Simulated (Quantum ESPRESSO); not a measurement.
**InPd under changes of volume**

One of the cells (17.513 Å³/atom); the others are scaled copies at fixed shape and fractional positions:

```
In Pd
1.0
     3.27188    0.00000    0.00000
     0.00000    3.27188    0.00000
     0.00000    0.00000    3.27188
In Pd
1 1
Direct
  0.00000 0.00000 0.00000
  0.50000 0.50000 0.50000
```

The cell comes from a database or a generator and needn't be the stable form of this composition.

| Property | Result |
| --- | --- |
| Program | Quantum ESPRESSO 7.5 |
| Functional | PBEsol |
| Potentials or basis | GBRV 1.5 PBEsol |
| Cutoff | 762 eV |
| Density cutoff | 6095 eV |
| k mesh | 8 × 8 × 8 |
| Occupations | fermi-dirac, width 0.05 eV |
| Spin | no spin polarisation |

```csv
volume (Å³/atom),energy over the lowest point (meV/atom),pressure (GPa)
16.462,10.56,5.5
16.813,1.82,2.2
17.163,0.00,-0.8
17.513,4.18,-3.4
17.863,13.65,-5.6
18.214,?,?
18.564,46.02,-9.3
```

Q: What does the run at 18.214 Å³/atom give?

A: Energy over the lowest point 27.77 meV/atom; pressure -7.6 GPa.

Worked out: A Birch-Murnaghan fit of order 3 (a polynomial in V^(-2/3)) to the other rows has its minimum at 17.09 Å³/atom with B0 = V·E''(V) = 138 GPa and B' = 5.3. It gives 27.82 meV/atom at 18.214 Å³/atom, against the run's 27.77, and -dE/dV = -7.4 GPa, against -7.6.

Energies are extrapolated to zero smearing.
